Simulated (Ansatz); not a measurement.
Formation energy of WC-type HfN

Method: r²SCAN, scalar-relativistic; no spin polarisation; PAW, 500 eV, Γ-centred 12×12×12 mesh, 0.05 eV Gaussian smearing; code Ansatz; PAW files: Ansatz's generated set soft_2.

The start was a prototype's sites filled with these elements. The Crystallography Open Database lists the compound in space group Fm-3m (rock salt), so this is a trial structure.

It takes space group P-6m2 (No. 187, hexagonal). Conventional cell: a = 3.085 Å, b = 3.085 Å, c = 2.891 Å, α = 90.00°, β = 90.00°, γ = 120.00°. Hf (site symmetry -6m2) has 6 N at 2.29 Å as nearest neighbours. Around N (site symmetry -6m2) lie 6 Hf at 2.29 Å. (Shells end 15 % past the nearest neighbour.)

The elements were computed in their standard states (gases as isolated molecules) with the same datasets, cutoff and functional. Total energies depend on the potentials used, so only differences within one code and one set of settings carry meaning.

Energy of the relaxed cell (2 atoms, smearing extrapolated to zero): -16120.837 eV. Elements, in eV/atom: Hf -15733.062, N -384.812.

**Question.** What is the formation energy?

**Answer.** [-16120.837 − (1 × -15733.062 + 1 × -384.812)] / 2 = -1.48 eV/atom, or -143 kJ per mole of atoms.

The value is for 0 K, without zero-point energy and without any correction for the binding of gas molecules. The functional's error in the binding of N₂ enters directly. A negative value shows stability against the elements alone, not against other compounds or structures.

With 31 valence electrons in the calculation's cell and no magnetic order, the bands, two electrons each, can't all be full or empty: band theory demands a metal. (Only strong correlation, outside this picture, could make a Mott insulator of it.) A formal count (Hf⁴⁺, N³⁻) leaves 1 electron a formula unit beyond the anions' closed shells. It goes into the bands above the anion p states, which fits the metal found.

Scalar-relativistic only: spin–orbit splittings of the heavy atoms' levels are missing. Spin polarisation wasn't tried.
